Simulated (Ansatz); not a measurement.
# Ru: the cost of one run

Computed with Ansatz 0.2.0 (DFT PBE, scalar-relativistic, plane waves, PAW, unless a step's input says otherwise).

## (1) The starting structure

It takes space group C2/c (No. 15, monoclinic). The conventional cell has a = 5.465 Å, b = 3.259 Å, c = 7.234 Å, α = 90.00°, β = 102.17°, γ = 90.00°. Around Ru (site symmetry 1) lie 1 Ru at 1.48 Å.

As a file:

```xyz
4
Lattice="2.7326 -1.6296 0.0000 2.7326 1.6296 0.0000 -1.5250 0.0000 7.0714" Properties=species:S:1:pos:R:3 pbc="T T T"
Ru    4.1382   -0.5964    0.7050
Ru    0.5646   -0.5964    2.8307
Ru   -0.1979    0.5964    6.3664
Ru    3.3757    0.5964    4.2407
```

(A quick probe on a coarse mesh, which set the mesh and smearing, is not shown.)

## (3) Coarse relaxation

File input.yaml:

```yaml
crystal:
  lattice:
    - [2.7326157473, -1.6296326638, 0.0]
    - [2.7326157473, 1.6296326638, 0.0]
    - [-1.5250181962, 0.0, 7.07140341]
  atoms:
    - { symbol: Ru, position: [0.968, 0.602, 0.0997] }
    - { symbol: Ru, position: [0.398, 0.032, 0.4003] }
    - { symbol: Ru, position: [0.032, 0.398, 0.9003] }
    - { symbol: Ru, position: [0.602, 0.968, 0.5997] }
basis:
  ecutwfc: 420
kpoints:
  mp_grid: { grid: [6, 6, 4] }
hamiltonian:
  xc: pbe
scf:
  occupations: { method: gaussian, width: 0.1 }
  lower_state_search: "off"
output:
  forces: true
  stress: true
  eigenvalues: true
relax:
  adjacent_minimum: "off"
  f_tol: 0.04
  max_steps: 70
  cell: { stress_tol: 0.4 }
```

Q: Estimate wall time and peak memory on 1 thread of an Arm CPU, shared host.

About 77 s, with a peak of 0.37 GiB.
